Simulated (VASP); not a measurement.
## CdS (Greenockite): equation of state with PBEsol

Crystal: CdS (Greenockite).

```
Cd S
1.0
     4.15000    0.00000    0.00000
    -2.07500    3.59401    0.00000
     0.00000    0.00000    6.73700
Cd S
2 2
Direct
  0.66667 0.33333 0.50000
  0.33333 0.66667 0.00000
  0.66667 0.33333 0.87500
  0.33333 0.66667 0.37500
```

* Program: VASP 6.6.1
* Task: equation of state
* Functional: PBEsol
* Potentials or basis: VASP PAW PBE potentials, release 64 (Cd, S)
* Cutoff: 520 eV
* k mesh: 7 × 7 × 4
* Occupations: fermi-dirac, width 0.05 eV
* Spin: no spin polarisation

| Item | Value |
| --- | --- |
| Equilibrium volume | 24.88 Å³/atom |
| Bulk modulus at fixed shape and positions | 61 GPa |
| Pressure derivative of the bulk modulus | 4.6 |

Energy against volume, from the lowest point:
```csv
volume (Å³/atom),energy (meV/atom)
23.614,13.06
24.116,4.27
24.618,0.08
25.121,0.00
25.623,3.57
26.126,10.41
26.628,20.17
```

All runs of the series together: 9.3 min on 1 thread of Intel(R) Xeon(R) Platinum 8375C CPU @ 2.90GHz (Ice Lake), on a shared host.

Caveat: the cell was scaled at fixed shape and fractional positions, which overstates the stiffness of a crystal with free parameters, most of all of layers and chains; the PAW data sets were made with another functional, which shifts forces and pressure a little.
